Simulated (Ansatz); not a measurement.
# CdS (Hawleyite): single point with SVWN5

Crystal: CdS (Hawleyite).

```
Cd S
1.0
     0.00000    2.91650    2.91650
     2.91650    0.00000    2.91650
     2.91650    2.91650    0.00000
Cd S
1 1
Cartesian
  0.0000 0.0000 0.0000
  1.4583 1.4583 1.4583
```

| Quantity | Value |
| --- | --- |
| Program | Ansatz 0.2.0 |
| Task | single point |
| Functional | SVWN5 |
| Potentials or basis | PseudoDojo LDA |
| Cutoff | 1388 eV |
| Density cutoff | 5551 eV |
| k mesh | 8 × 8 × 8 |
| Occupations | gaussian, width 0.1 eV |
| Spin | no spin polarisation |
| Driver | chain |

| Property | Result |
| --- | --- |
| Pressure | -2.5 GPa |
| Band gap on the k mesh | 0.86 eV, direct |

Levels at points of the mesh, in eV from the valence-band top:
```csv
k point,band 10,band 11,band 12,band 13,band 14,band 15,band 16,band 17
"(0.00, 0.00, 0.00)",-7.27,0.00,0.00,0.00,0.86,6.34,6.34,6.34
"(0.00, 0.00, -0.50)",-6.89,-4.52,-0.77,-0.77,2.76,6.83,6.83,7.21
"(0.00, -0.50, -0.50)",-6.82,-4.06,-1.92,-1.92,3.32,4.15,8.92,10.53
```

It took 4.8 s on 2 threads of Arm Neoverse V2, on a shared host, peak memory 0.53 GiB.
